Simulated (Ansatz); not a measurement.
NiO:

```xyz
2
Lattice="0.0000 2.0859 2.0859 2.0859 0.0000 2.0859 2.0859 2.0859 0.0000" Properties=species:S:1:pos:R:3 pbc="T T T"
Ni    0.0000    0.0000    0.0000
O     2.0859    2.0859    2.0859
```

Base run:

* Program: Ansatz 0.2.0
* Functional: PBEsol
* Potentials or basis: all-electron LAPW, scalar-relativistic
* Cutoff: 378 eV (chosen from the basis error)
* Basis error allowed: 0.001 eV/atom
* k mesh: 11 × 11 × 11
* Occupations: fermi-dirac, width 0.05 eV
* Spin: collinear spin, ferromagnetic start
* Starting moments: [1.0, 0.0] μB
* Hubbard terms: Ni d U = 4 eV

Its results: band gap on the k mesh 1.06 eV, indirect (least direct gap 1.86 eV); pressure 2.3 GPa; net moment 2.00 μB per cell; site moments Ni +1.72; O +0.27 μB.

The run is repeated on the same cell with these changes: hubbard terms from Ni d U = 4 eV to none. What comes out?

Band gap on the k mesh none (metal or under the smearing width); pressure -6.8 GPa; net moment 1.48 μB per cell; site moments Ni +1.24; O +0.23 μB.

The U term pushes filled and empty states of the shell apart.

Caveats: a cell with one magnetic atom can't hold antiferromagnetic order, which such compounds often take; the magnetic state may not be the lowest (some runs); U is the effective U less J, on atomic orbitals that reach past the spheres (some runs); an odd mesh through Γ misses points on the zone boundary, where band edges often lie (some runs); semilocal functionals often make such compounds metallic where correlation or magnetic order opens a gap, which also shifts bond lengths (some runs).
